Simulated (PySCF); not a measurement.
KI:

```
CELL_PARAMETERS angstrom
0.00000 3.53277 3.53277
3.53277 0.00000 3.53277
3.53277 3.53277 0.00000
ATOMIC_POSITIONS crystal
I 0.50000 0.50000 0.50000
K 0.00000 0.00000 0.00000
```

Base run:

- Program: PySCF 2.14.0
- Functional: PBE
- Potentials or basis: DZVP-MOLOPT-SR/GTH-PBE (potentials made for PBE)
- k mesh: 7 × 7 × 7
- Occupations: fermi-dirac, width 0.05 eV
- Spin: no spin polarisation

Its results: band gap on the k mesh 3.92 eV, direct.

**Question.** The run is repeated on the same cell with these changes: functional from PBE to PBEsol. What comes out?

**Answer.** Band gap on the k mesh 3.73 eV, direct.

Caveats: spin-orbit coupling is left out, which moves the levels of the heavy elements; an odd mesh through Γ misses points on the zone boundary, where band edges often lie; the basis of atomic orbitals isn't converged, which shifts pressures, moduli and gaps.

Not every run made on this cell is shown here.
